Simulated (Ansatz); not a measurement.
# ZnS (Wurtzite-4H) (P6_3mc) in Ansatz: relaxation of cell and atoms with PBE

Aim: the relaxation of cell and atoms of ZnS (Wurtzite-4H) with PBE.

Program: Ansatz 0.2.0. These are calculated values, not measurements. Logs are shortened: lines on timing, memory, paths and dates and some standing lists are left out, and cuts for length are marked.

## (1) The crystal as given

The structure is hexagonal, space group P6_3mc (No. 186). Conventional cell: a = 3.823 Å, b = 3.823 Å, c = 12.520 Å, α = 90.00°, β = 90.00°, γ = 120.00°. Zn (site symmetry 3m) has 4 S at 2.34 to 2.35 Å as nearest neighbours. Zn (site symmetry 3m) is surrounded by 4 S at 2.34 to 2.35 Å. S (site symmetry 3m) is surrounded by 4 Zn at 2.34 to 2.35 Å. Around S (site symmetry 3m) lie 4 Zn at 2.34 to 2.35 Å.

## (2) Relaxation of cell and atoms, PBE

File input.yaml:

```yaml
crystal:
  lattice:
    - [3.8227, 0.0, 0.0]
    - [-1.91135, 3.310555311, 0.0]
    - [0.0, 0.0, 12.52]
  atoms:
    - { symbol: Zn, position: [0.6666666667, 0.3333333333, 0.75] }
    - { symbol: Zn, position: [0.3333333333, 0.6666666667, 0.25] }
    - { symbol: Zn, position: [0.0, 0.0, 0.5] }
    - { symbol: Zn, position: [0.0, 0.0, 0.0] }
    - { symbol: S, position: [0.6666666667, 0.3333333333, 0.9375] }
    - { symbol: S, position: [0.3333333333, 0.6666666667, 0.4375] }
    - { symbol: S, position: [0.0, 0.0, 0.6875] }
    - { symbol: S, position: [0.0, 0.0, 0.1875] }
hamiltonian:
  xc: pbe
  pseudopotentials: { kind: paw }
kpoints:
  mp_grid: { grid: [8, 8, 3] }
scf:
  occupations: { method: fermi_dirac, width: 0.05 }
output:
  forces: true
  stress: true
relax:
  f_tol: 0.01
  max_steps: 40
  cell: { stress_tol: 0.05 }
```

Potentials or basis: Ansatz PAW.

The run is started by

```console
$ ansatz run input.yaml --threads 4 --pin off --max-ram 11264MiB --backend cpu --events-out ev --progress --plain --runs-dir out
```

What it wrote:

```text
Warning: RAYON_NUM_THREADS=4 ignored (pool sized by the plan → 4); use --threads N
Engine: ansatz 0.2.0, aarch64-unknown-linux-gnu
Pseudopotentials: kind: paw
Pseudopotential: Zn, paw, valence charge 12, recommended cutoff 420 eV (normal), Zn.paw.azcp
Pseudopotential: S, paw, valence charge 6, recommended cutoff 420 eV (normal), S.paw.azcp
Functional definition: PBE
  parameter kappa = 0.804
  parameter beta = 0.06672455060314922
  exchange = pbe_x(kappa = kappa, mu = beta*pi^2/3)
  correlation = pbe_c(beta = beta)
Crystal: 8 atoms, lattice volume = 158.444 Å³
Basis set: ecut = 420 eV, 3077 PW (Γ), exchange–correlation on 54×54×180 points (8 copies of the dense FFT grid, shifted against one another)
Bands: 44, of which v1, the nominal top of the filled ones, is band 36 counted from 1 (35 counted from 0)
Symmetry: 12 space group operations
Space group: P63mc (ITA 186), of the structure as read, at distance tolerance 5.4e-5 Å
k-points: 20 of 192 (time reversal used)
Non-local potential: Zn, projectors of the file, l = 0: 2, l = 1: 2, l = 2: 3, l = 3: 1
Non-local potential: S, projectors of the file, l = 0: 2, l = 1: 2, l = 2: 2
PAW form: soft (Blöchl's): semilocal exchange-correlation on the pseudo side does not see the compensation charge
PAW one-centre angular grid: Zn, 590 points (default); XC on 64 Gauss nodes
PAW one-centre angular grid: S, 110 points (default); XC on 64 Gauss nodes
Initial density: superposition of atomic densities (neutral atoms: chi_scale 0, normalization atom), corrected by the library's trained network
Initial wavefunctions: pseudopotential atomic-orbital guess
Functional: x = pbe(κ = 0.804, μ = 0.2195149727645171), c = pbe(β = 0.06672455060314922)
SCF iter   1: F=—  HF=-16890.912747 eV  |F-HF|=—  |Δ(HF+E_count)|=         —  Δρ=5.95e-4  dr2=8.21e-4  ethr=1.77e-3  ⟨swp⟩=9.2  Hψ=3918  notcnv=0
preconditioner: auto → Resta (q_TF=auto, 2.392 Å⁻¹)  ε∞=6.6  [insulator: Δε(μ)=2.122 eV  Ē_g=10.616 eV  σ=0.050 eV  W_gap=1.00  n_scr=38 (ndim 8)  ℏωp=25.0 eV  f_vac=0.034  D(μ)=0.00/eV (n_scr^D=0)  ε∞_Penn≈6.6]
SCF iter   2: F=—  HF=-16890.914299 eV  |F-HF|=—  |Δ(HF+E_count)|=   1.55e-3  Δρ=5.17e-4  dr2=3.80e-4  ethr=1.14e-6  ⟨swp⟩=3.0  Hψ=2126  notcnv=0  defer=1
SCF iter   3: F=—  HF=-16890.914382 eV  |F-HF|=—  |Δ(HF+E_count)|=   8.25e-5  Δρ=1.72e-4  dr2=5.77e-5  ethr=5.27e-7  ⟨swp⟩=2.0  Hψ=1464  notcnv=0  defer=1
SCF iter   4: F=—  HF=-16890.914261 eV  |F-HF|=—  |Δ(HF+E_count)|=   1.20e-4  Δρ=7.28e-5  dr2=9.75e-6  ethr=8.01e-8  ⟨swp⟩=2.0  Hψ=1537  notcnv=0  defer=1
SCF iter   5: F=—  HF=-16890.914261 eV  |F-HF|=—  |Δ(HF+E_count)|=   3.54e-7  Δρ=2.92e-5  dr2=2.35e-6  ethr=1.35e-8  ⟨swp⟩=2.7  Hψ=1399  notcnv=0  defer=1
SCF iter   6: F=—  HF=-16890.914262 eV  |F-HF|=—  |Δ(HF+E_count)|=   7.72e-7  Δρ=1.33e-5  dr2=3.91e-7  ethr=3.26e-9  ⟨swp⟩=2.7  Hψ=1515  notcnv=0  defer=1
SCF iter   7: F=—  HF=-16890.914262 eV  |F-HF|=—  |Δ(HF+E_count)|=   1.52e-7  Δρ=9.92e-6  dr2=9.76e-8  ethr=1.39e-10  ⟨swp⟩=4.6  Hψ=3231  notcnv=0
SCF iter   8: F=-16890.914262 eV  HF=-16890.914262 eV  |F-HF|=5.54e-9  |Δ(HF+E_count)|=   4.78e-8  Δρ=2.42e-6  dr2=8.38e-9  ethr=1.36e-10  ⟨swp⟩=4.1  Hψ=3032  notcnv=0
SCF 1 converged in 8 iterations: F = -16890.914262 eV  dr2 = 8.38e-9
relax step   1: F+E_penalty+E_count = -16890.91426194 eV  Δ(F+E_penalty+E_count) = +0.000e0 eV  max|allowed force component| = 4.300e-2 eV/Å  Δτ_max = 0.0000 Å  P = +1.327 GPa  Ω = 158.444 Å³  (8 SCF iters, dr2 threshold 1.00e-7 eV, accepted)
Crystal: 8 atoms, lattice volume = 160.174 Å³
Basis set: ecut = 420 eV, 3113 PW (Γ), exchange–correlation on 54×54×180 points (8 copies of the dense FFT grid, shifted against one another)
Initial density: handed on by an earlier stage of this run
Initial wavefunctions: those handed on with the density
iter 1 solved again at ethr=7.27e-7 eV; its pass at ethr=3.10e-3 eV (dr2=5.23e-4 eV) is discarded
SCF iter   1: F=—  HF=-16890.923871 eV  |F-HF|=—  |Δ(HF+E_count)|=         —  Δρ=4.84e-4  dr2=3.49e-4  ethr=7.27e-7  ⟨swp⟩=2.0  Hψ=3984  notcnv=0
preconditioner: auto → Resta (q_TF=auto, 2.388 Å⁻¹)  ε∞=6.6  [insulator: Δε(μ)=2.079 eV  Ē_g=10.566 eV  σ=0.050 eV  W_gap=1.00  n_scr=38 (ndim 8)  ℏωp=24.9 eV  f_vac=0.036  D(μ)=0.00/eV (n_scr^D=0)  ε∞_Penn≈6.6]
SCF iter   2: F=—  HF=-16890.923683 eV  |F-HF|=—  |Δ(HF+E_count)|=   1.88e-4  Δρ=2.38e-4  dr2=1.12e-4  ethr=4.85e-7  ⟨swp⟩=2.0  Hψ=1495  notcnv=0
SCF iter   3: F=—  HF=-16890.923692 eV  |F-HF|=—  |Δ(HF+E_count)|=   8.76e-6  Δρ=1.86e-4  dr2=3.18e-5  ethr=1.55e-7  ⟨swp⟩=2.0  Hψ=1511  notcnv=0
SCF iter   4: F=—  HF=-16890.923682 eV  |F-HF|=—  |Δ(HF+E_count)|=   9.82e-6  Δρ=4.46e-5  dr2=4.33e-6  ethr=4.42e-8  ⟨swp⟩=2.0  Hψ=1519  notcnv=0
SCF iter   5: F=-16890.923686 eV  HF=-16890.923686 eV  |F-HF|=7.05e-7  |Δ(HF+E_count)|=   3.92e-6  Δρ=1.39e-5  dr2=3.77e-7  ethr=1.11e-9  ⟨swp⟩=2.9  Hψ=3440  notcnv=0
SCF 2 converged in 5 iterations: F = -16890.923686 eV  dr2 = 3.77e-7
relax step   2: F+E_penalty+E_count = -16890.92368648 eV  Δ(F+E_penalty+E_count) = -9.425e-3 eV  max|allowed force component| = 1.778e-2 eV/Å  Δτ_max = 0.0017 Å  P = +0.529 GPa  Ω = 160.174 Å³  energy of the carried Pulay correction = -7.111e-4 eV  (5 SCF iters, dr2 threshold 8.00e-7 eV, accepted)
Crystal: 8 atoms, lattice volume = 161.343 Å³
Basis set: ecut = 420 eV, 3139 PW (Γ), exchange–correlation on 54×54×180 points (8 copies of the dense FFT grid, shifted against one another)
iter 1 solved again at ethr=3.31e-7 eV; its pass at ethr=3.10e-3 eV (dr2=2.38e-4 eV) is discarded
SCF iter   1: F=—  HF=-16890.925386 eV  |F-HF|=—  |Δ(HF+E_count)|=         —  Δρ=3.09e-4  dr2=1.56e-4  ethr=3.31e-7  ⟨swp⟩=2.0  Hψ=3966  notcnv=0
preconditioner: auto → Resta (q_TF=auto, 2.385 Å⁻¹)  ε∞=6.5  [insulator: Δε(μ)=2.048 eV  Ē_g=10.532 eV  σ=0.050 eV  W_gap=1.00  n_scr=38 (ndim 8)  ℏωp=24.8 eV  f_vac=0.036  D(μ)=0.00/eV (n_scr^D=0)  ε∞_Penn≈6.5]
SCF iter   2: F=—  HF=-16890.925226 eV  |F-HF|=—  |Δ(HF+E_count)|=   1.60e-4  Δρ=1.59e-4  dr2=5.32e-5  ethr=2.16e-7  ⟨swp⟩=2.0  Hψ=1419  notcnv=0
SCF iter   3: F=—  HF=-16890.925234 eV  |F-HF|=—  |Δ(HF+E_count)|=   7.47e-6  Δρ=1.19e-4  dr2=1.34e-5  ethr=7.39e-8  ⟨swp⟩=2.0  Hψ=1509  notcnv=0
SCF iter   4: F=—  HF=-16890.925231 eV  |F-HF|=—  |Δ(HF+E_count)|=   3.27e-6  Δρ=3.12e-5  dr2=2.03e-6  ethr=1.86e-8  ⟨swp⟩=2.0  Hψ=1520  notcnv=0
SCF iter   5: F=-16890.925233 eV  HF=-16890.925233 eV  |F-HF|=3.68e-7  |Δ(HF+E_count)|=   1.97e-6  Δρ=9.93e-6  dr2=1.83e-7  ethr=1.08e-9  ⟨swp⟩=4.0  Hψ=3120  notcnv=0
SCF 3 converged in 5 iterations: F = -16890.925233 eV  dr2 = 1.83e-7
relax step   3: F+E_penalty+E_count = -16890.92523287 eV  Δ(F+E_penalty+E_count) = -1.546e-3 eV  max|allowed force component| = 3.940e-3 eV/Å  Δτ_max = 0.0009 Å  P = +0.016 GPa  Ω = 161.343 Å³  energy of the carried Pulay correction = -1.187e-3 eV  (5 SCF iters, dr2 threshold 7.78e-7 eV, accepted)
Initial wavefunctions: pseudopotential atomic-orbital guess (no wavefunctions were taken with the density)
iter 1 solved again at ethr=2.05e-7 eV; its pass at ethr=3.10e-3 eV (dr2=1.48e-4 eV) is discarded
SCF iter   1: F=—  HF=-16890.924714 eV  |F-HF|=—  |Δ(HF+E_count)|=         —  Δρ=2.18e-4  dr2=1.96e-6  ethr=2.05e-7  ⟨swp⟩=3.0  Hψ=6357  notcnv=0
preconditioner: auto → Resta (q_TF=auto, 2.385 Å⁻¹)  ε∞=6.5  [insulator: Δε(μ)=2.049 eV  Ē_g=10.532 eV  σ=0.050 eV  W_gap=1.00  n_scr=38 (ndim 8)  ℏωp=24.8 eV  f_vac=0.035  D(μ)=0.00/eV (n_scr^D=0)  ε∞_Penn≈6.5]
SCF iter   2: F=—  HF=-16890.925947 eV  |F-HF|=—  |Δ(HF+E_count)|=   1.23e-3  Δρ=1.17e-4  dr2=1.70e-6  ethr=2.72e-9  ⟨swp⟩=2.0  Hψ=1568  notcnv=0
SCF iter   3: F=—  HF=-16890.926349 eV  |F-HF|=—  |Δ(HF+E_count)|=   4.01e-4  Δρ=4.34e-5  dr2=1.23e-7  ethr=2.36e-9  ⟨swp⟩=2.0  Hψ=1424  notcnv=0
SCF iter   4: F=—  HF=-16890.926421 eV  |F-HF|=—  |Δ(HF+E_count)|=   7.21e-5  Δρ=2.96e-6  dr2=1.21e-8  ethr=1.70e-10  ⟨swp⟩=2.0  Hψ=1586  notcnv=0
SCF iter   5: F=—  HF=-16890.926421 eV  |F-HF|=—  |Δ(HF+E_count)|=   1.32e-7  Δρ=1.42e-6  dr2=4.86e-9  ethr=1.68e-11  ⟨swp⟩=2.0  Hψ=1544  notcnv=0
SCF iter   6: F=—  HF=-16890.926421 eV  |F-HF|=—  |Δ(HF+E_count)|=   1.17e-8  Δρ=6.56e-7  dr2=8.16e-10  ethr=6.75e-12  ⟨swp⟩=2.0  Hψ=1566  notcnv=0
SCF iter   7: F=—  HF=-16890.926421 eV  |F-HF|=—  |Δ(HF+E_count)|=   2.60e-9  Δρ=7.59e-7  dr2=5.48e-10  ethr=1.13e-12  ⟨swp⟩=2.0  Hψ=1600  notcnv=0
SCF iter   8: F=-16890.926421 eV  HF=-16890.926421 eV  |F-HF|=3.14e-9  |Δ(HF+E_count)|=   3.32e-9  Δρ=3.06e-7  dr2=1.52e-11  ethr=1.00e-12  ⟨swp⟩=3.0  Hψ=3817  notcnv=0
SCF 4 converged in 8 iterations: F = -16890.926421 eV  dr2 = 1.52e-11
relax step   4: F+E_penalty+E_count = -16890.92642081 eV  Δ(F+E_penalty+E_count) = -1.188e-3 eV  max|allowed force component| = 3.925e-3 eV/Å  Δτ_max = 0.0000 Å  P = +0.016 GPa  Ω = 161.343 Å³  stress off target by 2.29e-2 GPa  SCF on the basis re-selected at this cell (its energy is not comparable with the rows above)  (8 SCF iters)
basis re-selected at this cell: Δ(F+E_penalty+E_count) = -1.188e-3 eV, ΔP = -0.000 GPa vs the last step (what re-selecting the basis moved, of the pressure what is left beyond the Pulay correction that the steps carried, after the strain that the cell walked since its last selection, with what the two solves' SCF thresholds leave and, on support functions, any second-order correction that the steps lacked; it is no measure of the basis error at this ecutwfc). This SCF's stress stands 2.29e-2 GPa from its target on what of the cell is left free (relax.cell.stress_tol is 5.00e-2 GPa) and its largest allowed force component is 3.92e-3 eV/Å (relax.f_tol is 1.00e-2 eV/Å): within both
SCF converged after 8 iterations
Free energy (F): -16890.926421 eV
Harris-Foulkes:  -16890.926421 eV  (|F-HF|=3.14e-9)
Internal energy: -16890.926421 eV  (E = F + TS)
E sigma→0 (E₀):  -16890.926421 eV
Fermi energy:    6.573768 eV
--- Per-component energies (eV) ---
  E_band       = 5.252666
  E_kinetic    = 951.248541
  E_local      = -8227.382511  (includes V_loc(G=0)·N_el)
  E_nonlocal   = 2571.752728
  E_hartree    = 3438.773691
  E_xc         = -936.436536
  E_vxc        = -556.652417  (∫ρ·V_xc dr)
  E_paw        = -9715.146875  (= ΣΔE_a)
  E_vpaw       = -1611.259548  (= ΣTr[D̂ρ^β])
  E_aug_tail   = -0.001401  (compensation charges beyond the density's cutoff)
  E_ewald      = -4973.734058
  E_smearing   = -0.000000  (= −TS)
  E_closure    = -0.000000  (closes the sum)
  Σ components = -16890.926421   (vs F -16890.926421, Δ=0.00e0)
--- Forces (eV/Å), atoms counted from 1 ---
  atom   1  Zn    -0.00000000     0.00000000     0.00251917
  atom   2  Zn     0.00000000    -0.00000000     0.00251917
  atom   3  Zn    -0.00000000     0.00000000     0.00392474
  atom   4  Zn     0.00000000    -0.00000000     0.00392474
  atom   5  S     -0.00000000     0.00000000    -0.00254384
  atom   6  S      0.00000000    -0.00000000    -0.00254384
  atom   7  S      0.00000000    -0.00000000    -0.00390106
  atom   8  S     -0.00000000     0.00000000    -0.00390106
  max |Σ_I F_I| component: 1.98e-6 eV/Å
--- Stress (GPa, compression-positive) ---
        0.022865      -0.000000      -0.000000
       -0.000000       0.022865      -0.000000
       -0.000000      -0.000000       0.002677
  P = ⅓ Tr σ = 0.0161 GPa (0.161 kbar)
--- Relaxed structure (3 steps of the walk, 3 accepted, 1 SCFs on fresh bases) ---
  F+E_penalty+E_count = -16890.92642081 eV   max|allowed force component| = 3.925e-3 eV/Å   (the final SCF, on the basis selected at the relaxed cell)
  cell:  # Å, volume = 161.3429 Å³
    - [3.8467757049179125, -1.1610144229418159e-32, 4.5352125896164685e-35]
    - [-1.9233878524589563, 3.331405483119704, -1.2857039662655162e-35]
    - [-1.4853601282444163e-34, 1.4853601282444163e-34, 12.589995712569952]
  atoms:
    - { symbol: Zn, position: [0.6666666666666667, 0.33333333333333326, 0.7500236837210926] }
    - { symbol: Zn, position: [0.3333333333333333, 0.6666666666666667, 0.25002368372109246] }
    - { symbol: Zn, position: [-1.0377258694774428e-34, -6.059941118407727e-35, 0.5000492608114535] }
    - { symbol: Zn, position: [2.066579369375785e-34, 1.2362279881551764e-34, 4.92608114533797e-5] }
    - { symbol: S, position: [0.6666666666666667, 0.33333333333333326, 0.93763615503287] }
    - { symbol: S, position: [0.3333333333333333, 0.6666666666666667, 0.43763615503287007] }
    - { symbol: S, position: [9.610595806434453e-35, -1.4786256328914851e-34, 0.6872909004345844] }
    - { symbol: S, position: [-1.3796306020106005e-34, 5.575145828935113e-35, 0.1872909004345843] }
```

Run time: 15 s. Hardware: 4 threads of Arm Neoverse V1, shared host; peak memory 0.52 GiB.

Results:

- Free energy: -16890.9264 eV
- Relaxed volume: 20.17 Å³/atom
- Relaxed cell: a = 3.847 Å, b = 3.847 Å, c = 12.590 Å, α = 90.00°, β = 90.00°, γ = 120.00°
- Space group after relaxing (to 0.05 Å): P6_3mc (No. 186)
- Energy gained by relaxing: 1.5 meV/atom
- Ionic steps: 4
- Pressure after relaxing: 0.0 GPa
- Largest force after relaxing: 0.004 eV/Å
- Band gap on the k mesh: 2.05 eV

Forces in eV/Å, atoms in the order of the input:
```
Zn   0.000  0.000  0.003
Zn   0.000  0.000  0.003
Zn   0.000  0.000  0.004
Zn   0.000  0.000  0.004
S    0.000  0.000 -0.003
S    0.000  0.000 -0.003
S    0.000  0.000 -0.004
S    0.000  0.000 -0.004
```

Step by step:
| step | energy change (eV) | largest force (eV/Å) | volume (Å³) |
| --- | --- | --- | --- |
| 1 | 0.0000 | 0.0430 | 158.44 |
| 2 | -0.0094 | 0.0178 | 160.17 |
| 3 | -0.0110 | 0.0039 | 161.34 |
| 4 | -0.0122 | 0.0039 | 161.34 |

Final structure:
```cif
data_structure
_symmetry_space_group_name_H-M 'P 1'
_symmetry_Int_Tables_number 1
_cell_length_a 3.8468
_cell_length_b 3.8468
_cell_length_c 12.5900
_cell_angle_alpha 90.000
_cell_angle_beta 90.000
_cell_angle_gamma 120.000
_cell_volume 161.34
loop_
_atom_site_label
_atom_site_type_symbol
_atom_site_fract_x
_atom_site_fract_y
_atom_site_fract_z
_atom_site_occupancy
Zn1 Zn 0.66667 0.33333 0.75002 1
Zn2 Zn 0.33333 0.66667 0.25002 1
Zn3 Zn 0.00000 0.00000 0.50005 1
Zn4 Zn 0.00000 0.00000 0.00005 1
S1 S 0.66667 0.33333 0.93764 1
S2 S 0.33333 0.66667 0.43764 1
S3 S 0.00000 0.00000 0.68729 1
S4 S 0.00000 0.00000 0.18729 1
```

Caveat: odd divisions of the mesh miss points on the zone boundary, where band edges often lie, so the gap on the mesh can be too wide; the plane-wave basis is chosen anew once the cell has moved, so the energies of steps on either side of that aren't comparable. Zero-point motion and thermal expansion aren't in these numbers.
